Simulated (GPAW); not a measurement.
Crystal: Sb.

```xyz
1
Lattice="3.1600 0.0000 0.0000 0.0000 3.1600 0.0000 0.0000 0.0000 3.1600" Properties=species:S:1:pos:R:3 pbc="T T T"
Sb    0.0000    0.0000    0.0000
```

This isn't the form of Sb at room conditions, which is rhombohedral.

Base run:

| Property | Result |
| --- | --- |
| Program | GPAW 26.7.0 |
| Functional | PBE |
| Potentials or basis | GPAW PAW data sets (gpaw-data 1.2.1) |
| Cutoff | 600 eV |
| Basis | pw |
| k mesh | 8 × 8 × 8 |
| Occupations | gaussian, width 0.1 eV |
| Spin | no spin polarisation |

Its results: band gap on the k mesh none (metal or under the smearing width); pressure -2.5 GPa.

The run is repeated on the same cell with these changes: functional from PBE to LDA; potentials or basis from GPAW PAW data sets (gpaw-data 1.2.1) to the program's PAW data sets (release 1.2.1) made for this functional. What comes out?

Band gap on the k mesh none (metal or under the smearing width); pressure -6.0 GPa.
